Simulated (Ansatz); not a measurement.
# TiO2 (Anatase): the cost of one run

Method: DFT PBE, scalar-relativistic, plane waves, PAW, in Ansatz 0.2.0.

That is the level of the relaxation; later steps name their own.

1 further run of the same task is left out (set aside as unsound or not needed).

### Step 1. The starting structure

It takes space group I4_1/amd (No. 141, tetragonal). The conventional cell has a = 3.799 Å, b = 3.799 Å, c = 9.697 Å, α = 90.00°, β = 90.00°, γ = 90.00°. Ti (site symmetry -4m2) is surrounded by 6 O at 1.95 to 2.00 Å. O (site symmetry 2mm) has 3 Ti at 1.95 to 2.00 Å as nearest neighbours.

Coordinates:

```
Ti O
1.0
    -1.89961    1.89961    4.84851
     1.89961   -1.89961    4.84851
     1.89961    1.89961   -4.84851
Ti O
2 4
Direct
  0.00000 0.00000 0.00000
  0.75000 0.25000 0.50000
  0.20649 0.20649 0.00000
  0.95649 0.45649 0.50000
  0.54351 0.04351 0.50000
  0.79351 0.79351 0.00000
```

It is the result of an earlier relaxation at this level (volume 11.66 Å³/atom; gap on the mesh: 2.13 eV).

### Step 2. Band edges over the whole zone

Contents of input.yaml:

```yaml
crystal:
  lattice:
    - [-1.8996082689, 1.8996082689, 4.8485069523]
    - [1.8996082689, -1.8996082689, 4.8485069523]
    - [1.8996082689, 1.8996082689, -4.8485069523]
  atoms:
    - { symbol: Ti, position: [0.0, 0.0, 0.0] }
    - { symbol: Ti, position: [0.75, 0.25, 0.5] }
    - { symbol: O, position: [0.2064947464, 0.2064947464, 0.0] }
    - { symbol: O, position: [0.9564947464, 0.4564947464, 0.5] }
    - { symbol: O, position: [0.5435052536, 0.0435052536, 0.5] }
    - { symbol: O, position: [0.7935052536, 0.7935052536, 0.0] }
basis:
  ecutwfc: 420
kpoints:
  mp_grid: { grid: [10, 10, 10] }
  band_path: { path: [VBM, CBM], npoints: 2 }
hamiltonian:
  xc: pbe
scf:
  occupations: { method: gaussian, width: 0.02 }
output:
  forces: true
  stress: true
  eigenvalues: true
```

On the command line:

```bash
$ ansatz run input.yaml --threads 2 --pin off --max-ram 5120MiB --backend cpu --events-out ev --progress --plain --runs-dir out
```

**Question.** How long does this run take on 2 threads of Arm Neoverse V1, shared host, and how much memory does it need?

About 9.8 s, with a peak of 0.44 GiB.
